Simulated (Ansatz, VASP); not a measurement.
Hf2H in VASP and in Ansatz

```
Hf H
1.0
     2.48751    1.43617    2.28703
    -2.48751    1.43617    2.28703
     0.00000   -2.87233    2.28703
Hf H
2 1
Direct
  0.77021 0.77021 0.77021
  0.22979 0.22979 0.22979
  0.50000 0.50000 0.50000
```

Alike in both runs: functional PBE; k mesh 12 × 12 × 12; occupations gaussian, width 0.1 eV; no spin polarisation.

Ansatz relaxed the structure, and its values are those at the end. VASP's run is a single point on that final structure, the one shown.

|  | VASP | Ansatz |
| --- | --- | --- |
| version | VASP 6.6.1 | Ansatz 0.2.0 |
| potentials or method | VASP PAW PBE potentials, release 64 (Hf_pv, H) | scalar-relativistic, plane waves, PAW |
| plane-wave cutoff (eV) | 520 | 420 |
| valence electrons in the cell | 21 | 53 |

Ansatz gave:

| Quantity | Value |
| --- | --- |
| gap on the k mesh at the Fermi level (eV) | none |
| pressure (GPa) | 0.0 |

Task: What did VASP give for the same quantities?

Result: gap on the k mesh at the Fermi level (eV): none; pressure (GPa): -0.4.

A gap of «none» marks a metal or a gap that the smearing closes. The functional is the same, so the differences come from potentials, cutoffs and numerics. The two sets of potentials don't hold the same shells in valence.

The runs have no spin-orbit coupling, so splittings on Hf are missing.
